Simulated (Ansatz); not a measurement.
## A vibration from a frozen displacement in InSb

Computed with DFT PBEsol, scalar-relativistic, plane waves, PAW in Ansatz. Settings: plane waves to 420 eV, k-mesh 12×12×12 (Γ-centred), Gaussian smearing 0.15 eV. Spin–orbit coupling is left out, which matters for the heavy elements here. No spin polarisation. Energies are free energies at this smearing, counted from the undisturbed cell; pressure is positive in compression.

Zero of the scan (as given, not relaxed at this level; it stands at -3.0 GPa; this CsCl-type form isn't the usual structure):

```
In Sb
1.0
     3.80765    0.00000    0.00000
     0.00000    3.80765    0.00000
     0.00000    0.00000    3.80765
In Sb
1 1
Direct
  0.00000 0.00000 0.00000
  0.50000 0.50000 0.50000
```

Every In atom is moved by x along the Cartesian unit vector (0.000, 1.000, 0.000); the cell and all other atoms stay fixed. The cell's volume is 55.20 Å³; the moved atoms weigh 114.818 u together and the others 121.760 u. Some rows repeat others by symmetry and weren't run.

```csv
x (Å),ΔE (meV/cell),total force on the moved atoms along the move (eV/Å),pressure (GPa)
-0.3000,47.20,0.3233,-2.0054
-0.2625,35.88,0.2805,-2.2303
-0.2250,26.16,0.2381,-2.4301
-0.1875,18.02,0.1962,-2.6009
-0.1500,11.44,0.1550,-2.7397
-0.0750,2.82,0.0756,-2.9188
0.0000,0.00,0.0000,-2.9756
0.0750,2.82,-0.0756,-2.9188
0.1500,11.44,-0.1550,-2.7397
0.1875,18.02,-0.1962,-2.6009
0.2250,26.16,-0.2381,-2.4301
0.2625,35.88,-0.2805,-2.2303
0.3000,47.20,-0.3233,-2.0054
```

What frequency belongs to this motion?

The force constant is k = −dF/dx = 1.008 eV/Å², from the parabola through x = -0.0750, 0 and 0.0750. In every cell the moved atoms swing against the rest, so the mass is μ = m₁m₂/(m₁ + m₂) = 59.094 u, and ν̃ = 521.5 cm⁻¹ × √(|k|/μ) = 68 cm⁻¹, at this cell's pressure of -3.0 GPa. To first order in x, and within 1 %, the force on every atom lies along the move and, within each of the two groups, in proportion to the atom's mass, so this is itself a mode at the zone centre of this cell.

How far does the harmonic law reach?

At x = -0.300 Å, kx²/2 = 45.36 meV against the computed 47.20 meV (+4.1 %): the well is still close to harmonic there.

The pressure changes with x². What does that say about the frequency under compression?

With E = k(V)x²/2, k ∝ V^(−2γ) and x scaling with the cell as V^(1/3), P − P0 = −∂E/∂V = (2γ − 2/3) ΔE/V. At x = 0.1500 Å, V(P − P0) = 55.20 × 0.23596 / 160.2 eV = 81.30 meV and ΔE = 11.44 meV, so γ = 1/3 + V(P − P0)/(2ΔE) = 3.89. This is the Grüneisen parameter of the motion under uniform scaling of the cell: shrinking the cell evenly by 1 % in volume raises the frequency by about 3.89 %.

In a metal these slopes depend on the k mesh and the smearing.